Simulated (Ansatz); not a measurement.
## Na, a known structure type with other elements, at an estimated volume

```
Na
1.0
     0.00000    2.13282    2.13282
     2.13282    0.00000    2.13282
     2.13282    2.13282    0.00000
Na
1
Direct
  0.00000 0.00000 0.00000
```

Single point in Ansatz 0.2.0 with PBE, no spin polarisation. Cutoff 420 eV, PAW datasets, 13×13×13 Γ-centred k mesh, fermi-dirac filling (width 0.1 eV).

**Stress.** The pressure is 16.7 GPa (compression positive), so with the atoms held at these fractions the cell would first expand.
**Electronic structure.** It is a metal, with about 0.34 states/eV a cell as the mean within 0.25 eV of the Fermi level, mostly Na s (82 %).
**Contacts.** Na–Na at 3.02 Å: least valence density 0.06 e/Å³ and ELF 0.16 there. These are pseudo-fields; inside the PAW spheres they differ from the all-electron ones.

Origin: a known structure type with other elements, at an estimated volume, so it need not be a known compound. Caveats: atoms or cell far from equilibrium.
